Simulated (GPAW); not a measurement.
A run of GPAW 26.7.0 is set up as follows.

File run.py:

```python
from ase.dft.bandgap import bandgap
from ase.io import read, write
from ase.units import GPa
from gpaw import GPAW, PW

atoms = read('POSCAR')

calc = GPAW(mode=PW(450),
            xc='LDA',
            kpts={'size': (6, 6, 3), 'gamma': True},
            occupations={'name': 'fermi-dirac', 'width': 0.01},
            nbands=31,
            convergence={'density': 1e-05, 'energy': 1e-05},
            maxiter=150,
            txt='gpaw.txt')
atoms.calc = calc
energy = atoms.get_potential_energy()
forces = atoms.get_forces()
stress = atoms.get_stress()
calc.write('gs.gpw')
write('result.traj', atoms)
print(f'Energy: {energy:.6f} eV')
print('Forces (eV/A):')
print(forces.round(4))
print('Stress (GPa):', (stress / GPa).round(3))
print('Fermi level:', round(calc.get_fermi_level(), 4), 'eV')
print(f'Gap: {bandgap(calc)[0]:.4f} eV, direct: {bandgap(calc, direct=True)[0]:.4f} eV')
```

File POSCAR:

```
CdSe
1.0
    4.3066940000     -0.0029080000      0.0039930000
   -2.1558650000      3.7585670000      0.0261170000
    0.0065180000      0.0529970000      6.9475510000
Cd Se
2 2
Direct
    0.6666666667      0.3333333333      0.5000000000
    0.3333333333      0.6666666667      0.0000000000
    0.6666666667      0.3333333333      0.8850000000
    0.3333333333      0.6666666667      0.3850000000
```

Potentials or basis: the program's PAW data sets (release 1.2.1) made for this functional, pw.

Command:

```sh
$ OMP_NUM_THREADS=1 python run.py
```

Problem. Estimate the band gap on the k mesh.

Solution. 0.38 eV, direct.

Problem. Predict the pressure.

Solution. -2.9 GPa.

Problem. Estimate the largest force.

Solution. 0.198 eV/Å.

Stress tensor (GPa, compression positive):
```
-2.52  0.05 -0.04
 0.05 -3.04 -0.32
-0.04 -0.32 -3.11
```

Caveat: the cutoff is short for stress and forces, so pressures can be off by a GPa or more.
